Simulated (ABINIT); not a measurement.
Runs of ABINIT 10.8.3 (patched build) on AlN. Symmetry: F-43m, No. 216, cubic system. Conventional cell: a = 4.368 Å, b = 4.368 Å, c = 4.368 Å, α = 90.00°, β = 90.00°, γ = 90.00°. Al (site symmetry -43m) is surrounded by 4 N at 1.89 Å. Around N (site symmetry -43m) lie 4 Al at 1.89 Å. Measurements of this composition are mostly on another form, of space group No. 186.

| level | potentials or basis | cutoff (eV) | dispersion computed by | fine-grid cutoff | V0 of scaled cells (Å³/atom) | B0 (GPa) |
| --- | --- | --- | --- | --- | --- | --- |
| PBE | SPMS NC PBE v1.0 | 952 | - | - | 10.67 | 193 |
| PBE | PseudoDojo NC SR PBE v0.4.1 standard | 1143 | - | - | 10.65 | 193 |
| PBE | PseudoDojo NC SR PBE v0.5 stringent | 1143 | - | - | 10.65 | 193 |
| PBE | PseudoDojo NC SR PBE v0.4 stringent | 1143 | - | - | 10.65 | 193 |
| PBE+D4 | JTH PAW PBE v2.0 | 707 | dftd4 4.3.1 | 1306.15 eV | (a) | 202 |

Alike in all rows: task equation of state; no spin polarisation; cell as given; k mesh 10 × 10 × 10; smearing fermi-dirac 0.05 eV.

Fill in the values left out.

(a) 10.45.

Caveats: pressures at fixed basis lie under the slope of the energies.
